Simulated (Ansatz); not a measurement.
## Pb: do energies and stresses tell the same story?

Theory: Ansatz, DFT PBE, scalar-relativistic, plane waves, PAW.

Cutoff 420 eV; k points 14×14×14 on the computed 1-atom cell (Γ-centred); Gaussian smearing, width 0.10 eV; no spin polarisation.

Relaxed cell: Fm-3m, a = 5.042 Å, b = 5.042 Å, c = 5.042 Å, α = 90.00°, β = 90.00°, γ = 90.00°, 1 atom in the primitive cell.

Energies at zero smearing and pressures from the stress tensor, at volumes with shape and atoms relaxed:
```json
{"V (Å³/atom)": "30.121", "E − E(first) (meV/atom)": "0.00", "P (GPa)": "2.79"}
{"V (Å³/atom)": "31.083", "E − E(first) (meV/atom)": "-11.92", "P (GPa)": "1.26"}
{"V (Å³/atom)": "32.044", "E − E(first) (meV/atom)": "-15.49", "P (GPa)": "-0.02"}
{"V (Å³/atom)": "33.005", "E − E(first) (meV/atom)": "-12.10", "P (GPa)": "-1.10"}
{"V (Å³/atom)": "33.967", "E − E(first) (meV/atom)": "-2.79", "P (GPa)": "-2.02"}
```

**Question.** Check P = −dE/dV between neighbouring volumes, and get the bulk modulus from the pressures alone.

**Answer.** With 1 eV/Å³ = 160.2 GPa:
```json
{"middle V (Å³/atom)": "30.602", "−ΔE/ΔV (GPa)": "1.987", "mean P (GPa)": "2.023"}
{"middle V (Å³/atom)": "31.563", "−ΔE/ΔV (GPa)": "0.594", "mean P (GPa)": "0.616"}
{"middle V (Å³/atom)": "32.525", "−ΔE/ΔV (GPa)": "-0.566", "mean P (GPa)": "-0.561"}
{"middle V (Å³/atom)": "33.486", "−ΔE/ΔV (GPa)": "-1.551", "mean P (GPa)": "-1.560"}
```

The two differ by 0.04 GPa at most. The mean of two end pressures misses the average over a step by about ΔV² P″/12, up to 0.02 GPa here; with that taken off 0.02 GPa remains. Around V = 32.044 Å³/atom, the two neighbours give B = −V ΔP/ΔV = 32.044 × 2.35 / 1.923 = 39.2 GPa, against B0 = 38.9 GPa from the Birch–Murnaghan fit of the energies.

Spin–orbit coupling is left out, which can shift energies with elements as heavy as these.